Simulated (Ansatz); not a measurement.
**Hf3N: competing structures**

All numbers below come from DFT PBE, scalar-relativistic, plane waves, PAW in Ansatz. All cells share a 420 eV cutoff and Γ-centred k meshes spaced at most about 0.3 Å⁻¹ (about 0.25 or finer for metals, 2π included). No spin polarisation.

Energies over the elements count from the elements' standard structures at the same level (N₂ as a molecule), with no fitted energy shifts.

These are static total energies at zero pressure. The comparison covers the computed candidates alone. Spin–orbit coupling, which can matter for Hf, is left out.

Invented guesses were relaxed alike, and ends that match in structure were merged. ΔE counts from the first row. Coordination counts Hf atoms around N (those within 1.25 times the shortest such distance or 1.15 times the sum of covalent radii, 1.27 where that leaves under three; the shortest distance is added where it exceeds 1.18 times the sum of covalent radii). The ends were matched against large subsets of the Crystallography Open Database and the Materials Project, so a missing match doesn't prove that a structure is unreported.

```
#                         reached from               type and space group  atoms  Å³/atom     coordination  ΔE (meV/atom)  gap on mesh (eV)  in databases
1               anti-ReO3 type (Pm-3m)         anti-ReO3, Pm-3m (No. 221)      4     21.2              N 6              0              0.00      no match
2  random cell with space group P6_3mc                 P6_3/mmc (No. 194)      8     22.6              N 6            316              0.00      no match
3                     A15 type (Pm-3n)               A15, Pm-3n (No. 223)      8     17.9  N 12 from 2.9 Å            865              0.00      no match
4        Ni3Sn (D0_19) type (P6_3/mmc)  Ni3Sn (D0_19), P6_3/mmc (No. 194)      8     17.6             N 12            939              0.00      no match
```

The lowest: Space group Pm-3m (No. 221), cubic, a = 4.396 Å. Hf has 2 N at 2.20 Å and 8 Hf at 3.11 Å; around N lie 6 Hf at 2.20 Å. Its energy over the elements is −0.09 eV/atom. Whether it is stable depends on the other phases of the system, which aren't compared here. An observed structure of this formula, if there is one, may be missing.

```
Hf N
1.0
     4.39600    0.00000    0.00000
     0.00000    4.39600    0.00000
     0.00000    0.00000    4.39600
Hf N
3 1
Cartesian
  2.1980 0.0000 0.0000
  0.0000 2.1980 0.0000
  0.0000 0.0000 2.1980
  0.0000 0.0000 0.0000
```

The second: Space group P6_3/mmc (No. 194), hexagonal, a = 5.968 Å, c = 5.855 Å. Hf has 2 N at 2.26 Å and 6 Hf at 2.93–2.98 Å; around N lie 6 Hf at 2.26 Å. Counting Hf atoms around N, the first and the second both have N 6. Cells relaxed within their symmetry can be saddle points.

```cif
data_structure
_symmetry_space_group_name_H-M 'P6_3/mmc'
_symmetry_Int_Tables_number 194
_cell_length_a 5.9684
_cell_length_b 5.9684
_cell_length_c 5.8553
_cell_angle_alpha 90.000
_cell_angle_beta 90.000
_cell_angle_gamma 120.000
_cell_volume 180.63
loop_
_atom_site_label
_atom_site_type_symbol
_atom_site_symmetry_multiplicity
_atom_site_Wyckoff_symbol
_atom_site_fract_x
_atom_site_fract_y
_atom_site_fract_z
_atom_site_occupancy
Hf1 Hf 6 g 0.50000 0.00000 0.00000 1
N1 N 2 c 0.33333 0.66667 0.25000 1
```

Some types were kept out of the candidates beforehand, so the set may lack a known form.
